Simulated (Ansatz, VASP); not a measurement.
## One calculation of Bi4Te4, two programs

```
Bi Te
1.0
    11.80000    0.00000    0.00000
     0.00000   12.10000    0.00000
     0.00000    0.00000   12.40000
Bi Te
4 4
Direct
  0.35537 0.39230 0.37132
  0.36934 0.60877 0.63695
  0.64736 0.39077 0.62260
  0.63327 0.61026 0.35886
  0.63866 0.37583 0.38851
  0.61517 0.62491 0.62913
  0.36337 0.37473 0.60522
  0.38744 0.62669 0.36713
```

Alike in both runs: functional PBE; k mesh 1 × 1 × 1; occupations gaussian, width 0.05 eV; no spin polarisation.

Ansatz relaxed the structure, and its values are those at the end. VASP's run is a single point on that final structure, the one shown.

```csv
,VASP,Ansatz
version,VASP 6.6.1,Ansatz 0.2.0
potentials or method,"VASP PAW PBE potentials, release 64 (Bi_d, Te)","scalar-relativistic, plane waves, PAW"
plane-wave cutoff (eV),520,420
valence electrons in the cell,84,124
```

Ansatz gave:

| Item | Value |
| --- | --- |
| gap on the k mesh at the Fermi level (eV) | 0.84 |
| least direct gap on the mesh (eV) | 0.84 |
| rms of the force components (eV/Å) | 0.012 |

Problem. Estimate VASP's values.

Solution. gap on the k mesh at the Fermi level (eV): 0.84; least direct gap on the mesh (eV): 0.84; rms of the force components (eV/Å): 0.010.

The two sets of potentials don't hold the same shells in valence. Ansatz warned: «xc_potential_rough_in_thin_density».

Caveats: spin-orbit coupling is left out, which as a rule narrows the gap of such compounds by several tenths of an eV.
